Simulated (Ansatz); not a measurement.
Ga2O3:

```
CELL_PARAMETERS angstrom
6.10700 -1.51855 0.00000
6.10700 1.51855 0.00000
-1.38599 0.00000 5.63001
ATOMIC_POSITIONS crystal
Ga 0.34134 0.34134 0.68598
Ga 0.65866 0.65866 0.31402
Ga 0.90950 0.90950 0.20540
Ga 0.09050 0.09050 0.79460
O 0.50410 0.50410 0.74340
O 0.49590 0.49590 0.25660
O 0.82670 0.82670 0.43680
O 0.17330 0.17330 0.56320
O 0.83550 0.83550 0.89020
O 0.16450 0.16450 0.10980
```

```yaml
Program: Ansatz 0.2.0
Task: relaxation of cell and atoms
Functional: LDA
Potentials_or_basis: Ansatz PAW
Cutoff: "420 eV (not typed: the program's choice for these potentials)"
k_mesh: 9 × 9 × 5
Occupations: fermi-dirac, width 0.05 eV
Spin: no spin polarisation
```

At the start: volume 10.44 Å³/atom.

Question: Where does the relaxation end?

Answer: It ends after 9 steps and the volume is 10.22 Å³/atom (-2.1 %); space group C2/m (No. 12, to 0.05 Å).

Step by step:
```csv
step,energy change (eV),largest force (eV/Å),volume (Å³)
1,0.0000,0.0881,104.42
2,-0.0310,0.0739,103.10
3,-0.0404,0.0276,102.29
4,-0.0403,0.0190,102.31
5,-0.0404,0.0174,102.31
6,-0.0404,0.0011,102.32
7,-0.0278,0.0008,102.32
8,-0.0285,0.0002,102.22
9,-0.0279,0.0002,102.22
```

Final structure:
```
Ga O
1.0
     6.06736   -1.50790    0.00562
     6.06736    1.50790    0.00562
    -1.37181    0.00000    5.58517
Ga O
4 6
Direct
  0.34111 0.34111 0.68570
  0.65889 0.65889 0.31430
  0.90930 0.90930 0.20494
  0.09070 0.09070 0.79506
  0.50357 0.50357 0.74420
  0.49643 0.49643 0.25580
  0.82692 0.82692 0.43780
  0.17308 0.17308 0.56220
  0.83431 0.83431 0.89065
  0.16569 0.16569 0.10935
```

Caveat: the plane-wave basis is chosen anew once the cell has moved, so the energies of steps on either side of that aren't comparable; the pressure holds a Pulay correction of +1.0 GPa for the finite cutoff; the PAW data sets come from PBE, with cores solved anew for the run's functional, which leaves a small shift of forces and pressure.
